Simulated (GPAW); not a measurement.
Runs of GPAW 26.7.0 on Fe. The structure is cubic, space group Im-3m (No. 229). Conventional cell: a = 2.886 Å, b = 2.886 Å, c = 2.886 Å, α = 90.00°, β = 90.00°, γ = 90.00°. Around Fe (site symmetry m-3m) lie 8 Fe at 2.50 Å. 

| task | level | potentials or basis | cell | k mesh | cutoff (eV) | maxiter | convergence | kernel | eta | response ecut | gap on the mesh (eV) | pressure (GPa) | moment (μB) |
| --- | --- | --- | --- | --- | --- | --- | --- | --- | --- | --- | --- | --- | --- |
| single point | PBE | GPAW PAW data sets (gpaw-data 1.2.1), pw | strain = -0.02 | 10 × 10 × 10 | 600 | 150 | - | - | - | - | none | (a) | 2.15 |
| single point | LDA | the program's PAW data sets (release 1.2.1) made for this functional, pw | as given | 10 × 10 × 10 | 500 | 120 | default | - | - | - | none | -27.5 | 2.14 |
| optical spectrum | LDA | the program's PAW data sets (release 1.2.1) made for this functional, pw | as given | 10 × 10 × 10 | 500 | 150 | - | RPA | 0.2 eV | 40 eV | none | - | 2.14 |
| single point | PBE | GPAW PAW data sets (gpaw-data 1.2.1), pw | strain = -0.01 | 10 × 10 × 10 | 600 | 150 | - | - | - | - | none | -8.0 | 2.15 |

Alike in all rows: spin collinear, ferromagnetic start; smearing fermi-dirac 0.05 eV.

Task: Fill in the values left out.

Result: (a) -6.1.

Caveats: the density grid can change from cell to cell, which puts small steps into energies and stress (some runs); the cutoff is short for stress and forces, so pressures can be off by a GPa or more (some runs); so large a pressure means that the cell lies far from this level's equilibrium, or that cutoff or potentials fall short (some runs); the intraband term hangs on this k mesh (some runs); the long-wavelength limit can be off by several per cent where d states take part (some runs); independent-particle spectra lack excitons (some runs).

A gap of «none» marks a metal or a gap under the smearing width.
